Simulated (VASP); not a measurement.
# Converging a slab model of K(100), part 4 of 4

How far does the level below the vacuum of K(100) depend on the numerical settings, and how far on the functional?

VASP 6.6.1, plane waves and PAW; the level of theory is named at each step.

So far, highest filled level below the vacuum (eV): step 2 (the base run, PBE) 2.19; step 12 (a lower cutoff, ENCUT 280, PBE) 2.19; step 13 (another smearing width, SIGMA 0.02, PBE) 2.15; step 14 (another smearing width, SIGMA 0.4, PBE) 2.22; step 16 (another level, functional LDA, disp none) 2.31.

### Step 17. Another level, functional PBEsol, disp none

This step: PBEsol; plane waves and PAW (K_pv) (VASP 6.6.1).

The input, INCAR:

```
SYSTEM = K
PREC = Normal
ENCUT = 350
EDIFF = 1E-06
NELM = 120
ISMEAR = 1
SIGMA = 0.1
LREAL = .FALSE.
ALGO = Normal
GGA = PS
NBANDS = 31
LORBIT = 11
LWAVE = .FALSE.
LCHARG = .FALSE.
KPAR = 2
NCORE = 2
IDIPOL = 3
LDIPOL = .TRUE.
DIPOL = 0.5 0.5 0.5
LVHAR = .TRUE.
LVACPOTAV = .TRUE.
```

The input, POSCAR:

```
K
1.0
    5.2300000000      0.0000000000      0.0000000000
    0.0000000000      5.2300000000      0.0000000000
    0.0000000000      0.0000000000     33.6900000000
K
7
Direct
    0.0000000000      0.0000000000      0.2671415850
    0.5000000000      0.5000000000      0.3447610567
    0.0000000000      0.0000000000      0.4223805283
    0.5000000000      0.5000000000      0.5000000000
    0.0000000000      0.0000000000      0.5776194717
    0.5000000000      0.5000000000      0.6552389433
    0.0000000000      0.0000000000      0.7328584150
```

The input, KPOINTS:

```
Automatic mesh
0
Gamma
5 5 1
0 0 0
```

Potentials, in the order of the species: K_pv (PBE family, release 64).

Command:

```sh
mpirun -np 4 vasp_std
```

What it wrote:

```text
[banner, memory and clock lines left out]
running    4 mpi-ranks, on    1 nodes
[...]
[... a notice as in an earlier step ...]

 LDA part: xc-table for (Slater+PW92), standard interpolation
 POSCAR, INCAR and KPOINTS ok, starting setup
[...]
entering main loop
       N       E                     dE             d eps       ncg     rms          rms(c)
DAV:   1     0.998951536975E+02    0.99895E+02   -0.16875E+04   516   0.806E+02
DAV:   2    -0.362944918936E+01   -0.10352E+03   -0.10001E+03   414   0.163E+02
DAV:   3    -0.748229682822E+01   -0.38528E+01   -0.34217E+01   464   0.254E+01
DAV:   4    -0.761745255492E+01   -0.13516E+00   -0.13495E+00   444   0.435E+00
[...]
DAV:  20    -0.731553340671E+01   -0.88254E-05   -0.85272E-07   235   0.142E-03    0.217E-04
DAV:  21    -0.731553536496E+01   -0.19583E-05   -0.11809E-07   242   0.483E-04    0.123E-04
DAV:  22    -0.731553625010E+01   -0.88514E-06   -0.83119E-08   235   0.563E-04
 [... a notice as in an earlier step ...]

   1 F= -.73155363E+01 E0= -.73153270E+01  d E =-.627711E-03
```

Run time: 14 s. Hardware: 4 MPI ranks of Intel Xeon 6975P-C (Granite Rapids), shared host; peak memory 0.89 GiB; 54 s of CPU time.

From OUTCAR (step 17):

```text
  Total       -0.5859767     -0.5859767     -0.0051259      0.0000000      0.0000000      0.0000000
  in kB       -1.0187943     -1.0187943     -0.0089121      0.0000000      0.0000000      0.0000000
  external PRESSURE =      -0.6821669 kB  Pullay stress =       0.0000000 kB

 POSITION                                       TOTAL-FORCE (eV/Angst)
 -----------------------------------------------------------------------------------
      0.00000      0.00000      9.00000        -0.000000      0.000000     -0.006449
      2.61500      2.61500     11.61500         0.000000     -0.000000      0.007405
      0.00000      0.00000     14.23000         0.000000      0.000000      0.006113
      2.61500      2.61500     16.84500         0.000000      0.000000      0.000000
      0.00000      0.00000     19.46000        -0.000000      0.000000     -0.006113
      2.61500      2.61500     22.07500        -0.000000     -0.000000     -0.007405
      0.00000      0.00000     24.69000         0.000000      0.000000      0.006449
 -----------------------------------------------------------------------------------
    total drift:                                0.000000      0.000000     -0.000000

  FREE ENERGIE OF THE ION-ELECTRON SYSTEM (eV)
  ---------------------------------------------------
  free  energy   TOTEN  =        -7.3155362501 eV

  energy  without entropy=       -7.3149085391  energy(sigma->0) =       -7.31532701

[... 2 parts as in an earlier step ...]

[... 1 further part left out ...]
[key lines of the parts left out:]
E-fermi :  -1.5829
```

The PAW data sets were made with PBE, which is usual practice but a small mismatch for other functionals.

Against the base run its depth below the vacuum changes by +0.01 eV.

### Step 18. Another level, functional RPBE, disp none

This step: RPBE; plane waves and PAW (K_pv) (VASP 6.6.1).

INCAR, as its differences from that of step 17:

```diff
@@ -9,3 +9,3 @@
 ALGO = Normal
-GGA = PS
+GGA = RP
 NBANDS = 31
```

POSCAR is that of step 17.

KPOINTS is that of step 17.

Command:

```sh
mpirun -np 4 vasp_std
```

What it wrote:

```text
[... set-up lines as in an earlier step ...]
 entering main loop
       N       E                     dE             d eps       ncg     rms          rms(c)
DAV:   1     0.100266984211E+03    0.10027E+03   -0.16945E+04   516   0.806E+02
DAV:   2    -0.230087024547E+01   -0.10257E+03   -0.98807E+02   414   0.163E+02
DAV:   3    -0.609781866496E+01   -0.37969E+01   -0.33451E+01   457   0.251E+01
DAV:   4    -0.623205460872E+01   -0.13424E+00   -0.13398E+00   451   0.432E+00
[...]
DAV:  21    -0.600783968033E+01   -0.38501E-05   -0.35850E-07   242   0.698E-04    0.208E-04
DAV:  22    -0.600784070681E+01   -0.10265E-05   -0.12600E-07   249   0.532E-04    0.121E-04
DAV:  23    -0.600784087602E+01   -0.16921E-06   -0.18635E-08   235   0.254E-04
 [... a notice as in an earlier step ...]

   1 F= -.60078409E+01 E0= -.60075059E+01  d E =-.100499E-02
```

Wall time 15 s (4 MPI ranks); peak memory 0.88 GiB.

From OUTCAR (step 18):

```text
  Total        0.8262782      0.8262782      1.2588694      0.0000000      0.0000000      0.0000000
  in kB        1.4365889      1.4365889      2.1887033      0.0000000      0.0000000      0.0000000
  external PRESSURE =       1.6872937 kB  Pullay stress =       0.0000000 kB

 POSITION                                       TOTAL-FORCE (eV/Angst)
 -----------------------------------------------------------------------------------
      0.00000      0.00000      9.00000        -0.000000      0.000000     -0.081496
      2.61500      2.61500     11.61500        -0.000000     -0.000000      0.001083
      0.00000      0.00000     14.23000        -0.000000     -0.000000      0.005416
      2.61500      2.61500     16.84500        -0.000000     -0.000000      0.000000
      0.00000      0.00000     19.46000        -0.000000     -0.000000     -0.005416
      2.61500      2.61500     22.07500         0.000000      0.000000     -0.001083
      0.00000      0.00000     24.69000         0.000000     -0.000000      0.081496
 -----------------------------------------------------------------------------------
    total drift:                                0.000000      0.000000     -0.000000

  FREE ENERGIE OF THE ION-ELECTRON SYSTEM (eV)
  ---------------------------------------------------
  free  energy   TOTEN  =        -6.0078408760 eV

  energy  without entropy=       -6.0068358840  energy(sigma->0) =       -6.00750588

[... 2 parts as in an earlier step ...]

[... 1 further part left out ...]
[key lines of the parts left out:]
E-fermi :  -1.4608
```

Against the base run its depth below the vacuum changes by -0.06 eV.

### Step 19. Another level, functional optB88-vdW, disp nonlocal

This step: optB88-vdW; plane waves and PAW (K_pv) (VASP 6.6.1).

INCAR, as its differences from that of step 18:

```diff
@@ -9,3 +9,8 @@
 ALGO = Normal
-GGA = RP
+GGA = BO
+AGGAC = 0
+LUSE_VDW = .TRUE.
+PARAM1 = 0.1833333333
+PARAM2 = 0.22
+LASPH = .TRUE.
 NBANDS = 31
```

POSCAR is that of step 18.

KPOINTS is that of step 18.

Command:

```sh
mpirun -np 4 vasp_std
```

What it wrote:

```text
[banner, memory and clock lines left out]
running    4 mpi-ranks, on    1 nodes
[...]
|                                                                             |
|               ----> ADVICE to this user running VASP <----                  |
|                                                                             |
|     You have switched on vdW-DFT.                                           |
|     This routine was written and supplied by Jiri Klimes. We recommend      |
|     that you carefully read and cite the following publications:            |
|       J. Klimes, D.R. Bowler, A. Michelides                                 |
|          J. Phys.: Cond Matt. 22 022201 (2010)                              |
|       J. Klimes, D.R. Bowler, A. Michelides                                 |
|          Phys. Rev. B. 83, 195131 (2011)                                    |
|     and references therein.                                                 |
|                                                                             |

 [... a notice as in an earlier step ...]

 LDA part: xc-table for (Slater+PW92), standard interpolation
 POSCAR, INCAR and KPOINTS ok, starting setup
[...]
entering main loop
       N       E                     dE             d eps       ncg     rms          rms(c)
DAV:   1     0.113780077337E+03    0.11378E+03   -0.16917E+04   516   0.806E+02
DAV:   2     0.110810252445E+02   -0.10270E+03   -0.98892E+02   414   0.162E+02
DAV:   3     0.739319224110E+01   -0.36878E+01   -0.32708E+01   457   0.248E+01
DAV:   4     0.725410654444E+01   -0.13909E+00   -0.13883E+00   451   0.429E+00
[...]
DAV:  20     0.751236105657E+01   -0.49822E-05   -0.76906E-06   290   0.253E-03    0.175E-04
DAV:  21     0.751235990240E+01   -0.11542E-05   -0.73486E-07   242   0.869E-04    0.123E-04
DAV:  22     0.751236071251E+01    0.81011E-06   -0.34922E-06   276   0.202E-03
 [... a notice as in an earlier step ...]

   1 F= 0.75123607E+01 E0= 0.75127551E+01  d E =-.118327E-02
```

Elapsed: 74 s, on 4 MPI ranks; peak memory 1.9 GiB.

OUTCAR, selected parts (step 19):

```text
  Total       -0.8910666     -0.8910666     -0.2700992      0.0000000      0.0000000     -0.0000000
  in kB       -1.5492317     -1.5492317     -0.4696015      0.0000000      0.0000000     -0.0000000
  external PRESSURE =      -1.1893550 kB  Pullay stress =       0.0000000 kB

 POSITION                                       TOTAL-FORCE (eV/Angst)
 -----------------------------------------------------------------------------------
      0.00000      0.00000      9.00000         0.000000      0.000000      0.003148
      2.61500      2.61500     11.61500         0.000000     -0.000000      0.004297
      0.00000      0.00000     14.23000        -0.000000      0.000000      0.008415
      2.61500      2.61500     16.84500         0.000000      0.000000     -0.000000
      0.00000      0.00000     19.46000         0.000000     -0.000000     -0.008415
      2.61500      2.61500     22.07500        -0.000000     -0.000000     -0.004297
      0.00000      0.00000     24.69000         0.000000      0.000000     -0.003148
 -----------------------------------------------------------------------------------
    total drift:                                0.000000      0.000000     -0.000000

  FREE ENERGIE OF THE ION-ELECTRON SYSTEM (eV)
  ---------------------------------------------------
  free  energy   TOTEN  =         7.5123607125 eV

  energy  without entropy=        7.5135439826  energy(sigma->0) =        7.51275514

[... 2 parts as in an earlier step ...]

[... 1 further part left out ...]
[key lines of the parts left out:]
E-fermi :  -1.6649
```

Against the base run its depth below the vacuum changes by +0.16 eV.

### Step 20. Another level, functional r2SCAN, disp none

This step: r2SCAN; plane waves and PAW (K_pv) (VASP 6.6.1).

INCAR, as its differences from that of step 19:

```diff
@@ -9,7 +9,3 @@
 ALGO = Normal
-GGA = BO
-AGGAC = 0
-LUSE_VDW = .TRUE.
-PARAM1 = 0.1833333333
-PARAM2 = 0.22
+METAGGA = R2SCAN
 LASPH = .TRUE.
```

POSCAR is that of step 19.

KPOINTS is that of step 19.

Command:

```sh
mpirun -np 4 vasp_std
```

What it wrote:

```text
[banner, memory and clock lines left out]
running    4 mpi-ranks, on    1 nodes
[...]
[... a notice as in an earlier step ...]

 LDA part: xc-table for (None), standard interpolation
 POSCAR, INCAR and KPOINTS ok, starting setup
[...]
entering main loop
       N       E                     dE             d eps       ncg     rms          rms(c)
DAV:   1     0.663003345613E+02    0.66300E+02   -0.17316E+04   516   0.824E+02
DAV:   2    -0.417713054727E+02   -0.10807E+03   -0.10437E+03   414   0.170E+02
DAV:   3    -0.456603998852E+02   -0.38891E+01   -0.34753E+01   464   0.257E+01
DAV:   4    -0.457977212707E+02   -0.13732E+00   -0.13711E+00   451   0.444E+00
[...]
DAV:  21    -0.413597799174E+02   -0.49286E-05   -0.10939E-06   274   0.335E-03    0.238E-04
DAV:  22    -0.413597815825E+02   -0.16651E-05   -0.35896E-07   235   0.251E-03    0.906E-05
DAV:  23    -0.413597816269E+02   -0.44345E-07   -0.20729E-07   228   0.210E-03
 [... a notice as in an earlier step ...]

   1 F= -.41359782E+02 E0= -.41359810E+02  d E =0.862714E-04
```

The job ended after 47 s (4 MPI ranks; peak memory 0.99 GiB; 3 min of CPU time).

Parts of OUTCAR (step 20):

```text
  Total        0.2562685      0.2562685      0.7773847      0.0000000      0.0000000      0.0000000
  in kB        0.4455552      0.4455552      1.3515812      0.0000000      0.0000000      0.0000000
  external PRESSURE =       0.7475639 kB  Pullay stress =       0.0000000 kB

 POSITION                                       TOTAL-FORCE (eV/Angst)
 -----------------------------------------------------------------------------------
      0.00000      0.00000      9.00000        -0.000000     -0.000000     -0.060702
      2.61500      2.61500     11.61500        -0.000000     -0.000000      0.012798
      0.00000      0.00000     14.23000         0.000000     -0.000000      0.003676
      2.61500      2.61500     16.84500         0.000000     -0.000000      0.000000
      0.00000      0.00000     19.46000         0.000000      0.000000     -0.003676
      2.61500      2.61500     22.07500         0.000000      0.000000     -0.012798
      0.00000      0.00000     24.69000         0.000000     -0.000000      0.060702
 -----------------------------------------------------------------------------------
    total drift:                                0.000000      0.000000     -0.000000

  FREE ENERGIE OF THE ION-ELECTRON SYSTEM (eV)
  ---------------------------------------------------
  free  energy   TOTEN  =       -41.3597816269 eV

  energy  without entropy=      -41.3598678982  energy(sigma->0) =      -41.35981038

[... 2 parts as in an earlier step ...]

[... 1 further part left out ...]
[key lines of the parts left out:]
E-fermi :  -1.5113
```

Against the base run its depth below the vacuum changes by -0.02 eV.

### Step 21. Side by side

Times are for 4 MPI ranks of Intel Xeon 6975P-C (Granite Rapids), shared host. The series side by side:

| no. | functional | highest filled level below the vacuum (eV) | time | memory (GiB) |
| --- | --- | --- | --- | --- |
| 1 | LDA | 2.309 | 15 s | 0.78 |
| 2 | PBEsol | 2.197 | 14 s | 0.89 |
| 3 | RPBE | 2.126 | 15 s | 0.88 |
| 4 | optB88-vdW | 2.347 | 74 s | 1.9 |
| 5 | r2SCAN | 2.167 | 47 s | 0.99 |

### Step 22. All runs together

This step: slab, study of settings, base PBE; plane waves and PAW (VASP 6.6.1).

This step runs nothing: it gathers the runs above.

This step gave:

```yaml
highest_filled_level_below_the_vacuum: 2.190 eV
```

Energies of other functionals are not comparable and are left out. All runs:

| change from the base run | level below the vacuum (eV) | shift (eV) | energy change (meV/atom) | core seconds |
| --- | --- | --- | --- | --- |
| base | 2.19 | 0 | 0 | 48 |
| mesh 2 x 2 | 2.346 | 0.156 | 55.9 | 22.4 |
| mesh 3 x 3 | 2.403 | 0.212 | -29.1 | 24 |
| mesh 8 x 8 | 2.252 | 0.062 | -2.9 | 128 |
| vacuum 5 A | - | - | -19.3 | 27.2 |
| vacuum 8 A | - | - | -2.1 | 36 |
| vacuum 24 A | 2.191 | 0.001 | 0 | 62.4 |
| cutoff 210 eV | 2.189 | -0.001 | -0.1 | 31.2 |
| cutoff 280 eV | 2.19 | 0 | -0.1 | 47.2 |
| smearing 0.02 eV | 2.15 | -0.04 | 0.4 | 68 |
| smearing 0.4 eV | 2.224 | 0.034 | -0.1 | 67.2 |
| LDA | 2.309 | 0.119 | - | 60 |
| PBEsol | 2.197 | 0.007 | - | 56.8 |
| RPBE | 2.126 | -0.065 | - | 59.2 |
| optB88-vdW | 2.347 | 0.157 | - | 296 |
| r2SCAN | 2.167 | -0.023 | - | 188 |

### Step 23. What came out

```yaml
highest_filled_level_below_the_vacuum: 2.19 eV
```

**Reading.** The base run puts the highest filled level 2.19 eV below the vacuum at the upper face. Among the meshes tried the largest shift is 0.21 eV (mesh 3 x 3, at 0.5 times the cost). The vacuum widths shift it by about 0.01 eV or less. The lower cutoffs shift it by about 0.01 eV or less. Among the smearing widths the largest shift is -0.04 eV (smearing 0.02 eV, at 1.4 times the cost). With vacuum 5 A and vacuum 8 A the program printed no vacuum level, so no level is given there, and the line on vacuum widths holds for the others alone. The densest mesh still moves the level by 0.06 eV, so the base mesh is converged no better than that. The functionals span 0.22 eV, from RPBE to optB88-vdW. The program warns that it found no field-free region at its default tolerance, also in runs whose level could not be checked against a flat part of the potential; that adds doubt to those levels. The thickness of the slab was not varied, and the small cell can't reconstruct. Costs come from a shared host, and the base run also writes a finer density of states, so small ratios mean little. All runs hold the atoms as cut and share one family of PAW data sets, so relaxation and each functional's own lattice are left out. LASPH is on in the runs with optB88-vdW and r2SCAN and off in those with LDA, PBE, PBEsol and RPBE, so these rows differ in more than the functional.

[Lines on the potential files, build, host, timing and source positions are cut from VASP's logs without a mark.]

[Logs are printed without paths, hosts, clocks, repeated set-up lines and the standing remarks that a program may print on its own settings, such as how far it seeks lower states.]

[Hosts, paths, dates, database ids (printed as entryN), source tags and the programs' standing remarks are cut or masked in the printed files.]

[In band tables of VASP the shares of atoms and orbitals are scaled to a sum of 1 inside the atoms' spheres.]

[Runs that stopped without an error message from VASP are left out.]
